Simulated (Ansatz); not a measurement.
# Sb (Pm-3m) in Ansatz: settings compared

One crystal, Sb, is run at these levels: RPBE, LDA; tasks: relaxation of cell and atoms, single point.

All numbers are computed with Ansatz 0.2.0; they aren't measurements. Logs are shortened: lines on timing, memory, paths and dates and some standing lists are left out, and cuts for length are marked.

## (1) The crystal as given

The structure is cubic, space group Pm-3m (No. 221). Conventional cell: a = 3.160 Å, b = 3.160 Å, c = 3.160 Å, α = 90.00°, β = 90.00°, γ = 90.00°. Sb (site symmetry m-3m) is surrounded by 6 Sb at 3.16 Å.

This isn't the form of Sb at room conditions, which is rhombohedral.

## (2) Relaxation of cell and atoms, RPBE, spin-orbit coupling, no magnetisation

Contents of run.py:

```python
import json

import ase.io
import numpy as np
from ase.calculators.calculator import CalculationFailed, Calculator
from ase.stress import full_3x3_to_voigt_6_stress
from ase.units import GPa
from ase.optimize import FIRE
from ase.filters import FrechetCellFilter

import ansatz as az

class AnsatzCalculator(Calculator):
    implemented_properties = ["energy", "free_energy", "forces", "stress", "magmom"]

    def calculate(self, atoms, properties, system_changes):
        super().calculate(atoms, properties, system_changes)
        structure = atoms.copy()
        structure.set_constraint()
        structure.set_momenta(None)
        structure.set_masses(None)
        outcome = (
            az.Crystal.from_ase(structure)
            .calculation()
            .basis(xc_grid=2)
            .kpoints(6, 6, 6)
            .functional("rpbe")
            .pseudopotentials(kind="nc_fr")
            .spin("noncollinear", soc=True)
            .scf(tolerance=2e-10)
            .occupations(method="methfessel_paxton", width=0.1)
            .forces()
            .stress()
            .run(threads=2)
        )
        if not outcome.report["converged"]:
            raise CalculationFailed("SCF not converged")
        report = outcome.report
        self.results = {
            "free_energy": report["lagrangian_ev"],
            "energy": report["lagrangian_ev"],
            "forces": np.array(report["forces_ev_ang"]),
            "stress": -GPa * full_3x3_to_voigt_6_stress(report["stress_gpa"]),
            "magmom": report["magnetization_mub"],
        }

np.set_printoptions(precision=5, suppress=True, linewidth=110)
atoms = ase.io.read("Sb.cif")
atoms.info.pop("occupancy", None)
atoms.calc = AnsatzCalculator()
FIRE(FrechetCellFilter(atoms)).run(fmax=0.05, steps=30)
print(f"final energy {atoms.get_potential_energy():.6f} eV, volume {atoms.get_volume() / len(atoms):.4f} A^3/atom")
print("stress (GPa)", atoms.get_stress() / GPa)
print("cell (A)", atoms.cell[:], "scaled positions", atoms.get_scaled_positions(wrap=False), sep="\n")
```

Contents of Sb.cif:

```cif
data_Sb
_cell_length_a 3.16000000
_cell_length_b 3.16000000
_cell_length_c 3.16000000
_cell_angle_alpha 90.00000000
_cell_angle_beta 90.00000000
_cell_angle_gamma 90.00000000
_space_group_name_H-M_alt 'Pm-3m'
_space_group_name_Hall '-P 4 2 3'
_space_group_IT_number 221
loop_
_space_group_symop_operation_xyz
'x,y,z'
'-x,-y,-z'
'-y,x,z'
'y,-x,-z'
'-x,-y,z'
'x,y,-z'
'y,-x,z'
'-y,x,-z'
'x,-y,-z'
'-x,y,z'
'-y,-x,-z'
'y,x,z'
'-x,y,-z'
'x,-y,z'
'y,x,-z'
'-y,-x,z'
'z,x,y'
'-z,-x,-y'
'z,-y,x'
'-z,y,-x'
'z,-x,-y'
'-z,x,y'
'z,y,-x'
'-z,-y,x'
'-z,x,-y'
'z,-x,y'
'-z,-y,-x'
'z,y,x'
'-z,-x,y'
'z,x,-y'
'-z,y,x'
'z,-y,-x'
'y,z,x'
'-y,-z,-x'
'x,z,-y'
'-x,-z,y'
'-y,z,-x'
'y,-z,x'
'-x,z,y'
'x,-z,-y'
'-y,-z,x'
'y,z,-x'
'-x,-z,-y'
'x,z,y'
'y,-z,-x'
'-y,z,x'
'x,-z,y'
'-x,z,-y'
loop_
_atom_site_label
_atom_site_type_symbol
_atom_site_symmetry_multiplicity
_atom_site_Wyckoff_symbol
_atom_site_fract_x
_atom_site_fract_y
_atom_site_fract_z
_atom_site_occupancy
Sb1 Sb 1 a 0.0000000000 0.0000000000 0.0000000000 1
```

Potentials or basis: Ansatz NC.

Started as:

```
python run.py
```

Log:

```text
DeckWarning: basis.ecutwfc = 1088.45545 eV, auto-derived from the records' recommended cutoffs: set by Sb (normal level)
DeckWarning: output.stress: scf.convergence.dr2_threshold = 2e-10 eV is looser than the 1e-10 eV advised for a printed stress (1e-10 eV for each atom of the cell: 1). What an SCF threshold leaves in a stress goes as its square root, and in the free energy as the threshold itself, and one threshold admits the most on a small cell: of the crystals measured, under no hybrid functional and no lock of the moments, on runs that ended w [...]
PlacementWarning: RAYON_NUM_THREADS=2 ignored (pool sized by the plan → 2); use plan(threads=…)
      Step          Energy          fmax
FIRE:    0    -2474.468812        0.180309
FIRE:    1    -2474.469675        0.140646
FIRE:    2    -2474.470704        0.067400
FIRE:    3    -2474.470947        0.026749
final energy -2474.470947 eV, volume 30.7235 A^3/atom
stress (GPa) [-0.13949 -0.13949 -0.13949 -0.      -0.      -0.     ]
cell (A)
[[3.13201 0.      0.     ]
 [0.      3.13201 0.     ]
 [0.      0.      3.13201]]
scaled positions
[[-0. -0. -0.]]
```

engine_input.yaml:

```text
crystal:
  lattice:
    - [3.16, 0.0, 0.0]
    - [0.0, 3.16, 0.0]
    - [0.0, 0.0, 3.16]
  atoms:
    - { symbol: Sb, position: [0.0, 0.0, 0.0] }
basis:
  xc_grid: 2
kpoints:
  mp_grid:
    grid: [6, 6, 6]
hamiltonian:
  xc: rpbe
  pseudopotentials:
    kind: nc_fr
magnetization:
  noncollinear: true
  spin_orbit: true
scf:
  convergence:
    dr2_threshold: 2.0e-10
  occupations:
    method: methfessel_paxton
    width: 0.1
output:
  forces: true
  stress: true
```

It took 13 s on 2 threads of Arm Neoverse V1, shared host; peak memory 0.55 GiB.

What came out:

| Item | Value |
| --- | --- |
| Free energy | -2474.4709 eV |
| Relaxed volume | 30.72 Å³/atom |
| Relaxed cell | a = 3.132 Å, b = 3.132 Å, c = 3.132 Å, α = 90.00°, β = 90.00°, γ = 90.00° |
| Space group after relaxing (to 0.05 Å) | Pm-3m (No. 221) |
| Energy gained by relaxing | 2.1 meV/atom |
| Ionic steps | 4 |
| Pressure after relaxing | 0.1 GPa |

The path:
| step | energy change (eV) | largest force (eV/Å) | pressure (GPa) | volume (Å³) |
| --- | --- | --- | --- | --- |
| 1 | 0.0000 | 0.0000 | -0.92 | 31.55 |
| 2 | -0.0009 | 0.0000 | -0.72 | 31.38 |
| 3 | -0.0019 | 0.0000 | -0.35 | 31.08 |
| 4 | -0.0021 | 0.0000 | 0.14 | 30.72 |

Final structure:
```cif
data_structure
_symmetry_space_group_name_H-M 'P 1'
_symmetry_Int_Tables_number 1
_cell_length_a 3.1320
_cell_length_b 3.1320
_cell_length_c 3.1320
_cell_angle_alpha 90.000
_cell_angle_beta 90.000
_cell_angle_gamma 90.000
_cell_volume 30.72
loop_
_atom_site_label
_atom_site_type_symbol
_atom_site_fract_x
_atom_site_fract_y
_atom_site_fract_z
_atom_site_occupancy
Sb1 Sb 0.00000 0.00000 0.00000 1
```

Caveat: the potentials were made for another functional, which shifts forces and pressure; the thresholds are loose for stress.

## (3) Single point, LDA, spin-orbit coupling, no magnetisation (cell strained at random at fixed volume)

Contents of run.py:

```python
import json

import ase.io
import numpy as np

import ansatz as az

atoms = ase.io.read("POSCAR", format="vasp")

calculation = (
    az.Crystal.from_ase(atoms)
    .calculation()
    .kpoints(6, 7, 6)
    .functional("lda")
    .pseudopotentials(kind="nc_fr", accuracy="stringent", xc_functional="pbe")
    .spin("noncollinear", soc=True)
    .occupations(method="methfessel_paxton", width=0.1)
    .density()
    .potential()
    .output_files(volumetric_format="npy")
    .electron_localization_function()
    .forces()
    .stress()
    .band_table(publish=True)
)
outcome = calculation.run(threads=2, events_out="events.jsonl")

report = outcome.report
for line in open("events.jsonl"):
    event = json.loads(line)
    if event["event"] == "scf_iter":
        d = event["data"]
        print(f"SCF {d['iter']:3d}  HF = {d['harris_foulkes_ev']:.6f} eV  dr2 = {d['dr2_ev']:.2e} eV")
    elif event["event"] in ("relax_step", "md_step"):
        d = event["data"]
        print(f"{event['event']} {d['step']:3d}  E = {d['lagrangian_ev']:.6f} eV")
np.set_printoptions(precision=5, suppress=True, linewidth=110)
print("converged:", report["converged"], "after", report["n_iterations"], "iterations")
print(f"free energy {report['free_energy_ev']:.6f} eV, Fermi level {report['fermi_energy_ev']:.4f} eV")
for key in ("band_edges_ev", "magnetization_mub", "site_moments_mub", "site_moments_nc_mub", "forces_ev_ang",
                "stress_gpa", "kpoints_frac", "eigenvalues_ev"):
    if report.get(key) is not None:
        print(key, np.array(report[key]), sep="\n")
```

Contents of POSCAR:

```
Sb
1.0
    3.1956660000     -0.0081460000     -0.0107730000
   -0.0081460000      3.0897170000     -0.0010170000
   -0.0107730000     -0.0010170000      3.1958700000
Sb
1
Direct
    0.0311160000      0.0065430000      0.0470580000
```

Potentials or basis: PseudoDojo stringent.

Started as:

```
python run.py
```

Wall time 61 s (2 threads of Arm Neoverse V1, shared host); peak memory 1.1 GiB.

Results (log left out):

```
Free energy            : -6872.9475 eV
Pressure               : -5.2 GPa
Band gap on the k mesh : none (metal or under the smearing width)
```

Stress tensor (GPa, compression positive):
```
-7.66  0.08  0.07
 0.08 -0.35  0.01
 0.07  0.01 -7.65
```

Levels at points of the mesh, in eV from the Fermi level:
| k point | band 20 | band 21 | band 22 | band 23 | band 24 | band 25 | band 26 | band 27 | band 28 | band 29 |
| --- | --- | --- | --- | --- | --- | --- | --- | --- | --- | --- |
| (0.00, 0.00, 0.00) | -12.08 | 2.27 | 2.27 | 3.02 | 3.02 | 3.78 | 3.78 | 6.89 | 6.89 | 7.05 |
| (0.00, 0.00, -0.50) | -10.00 | -5.23 | -5.23 | 4.26 | 4.26 | 5.47 | 5.47 | 9.28 | 9.28 | 10.48 |
| (-0.50, 0.00, 0.00) | -10.00 | -5.23 | -5.23 | 4.26 | 4.26 | 5.47 | 5.47 | 9.28 | 9.28 | 10.47 |
| (-0.50, 0.00, -0.50) | -7.86 | -3.62 | -3.62 | -3.19 | -3.19 | 2.31 | 2.31 | 7.02 | 7.02 | 13.52 |
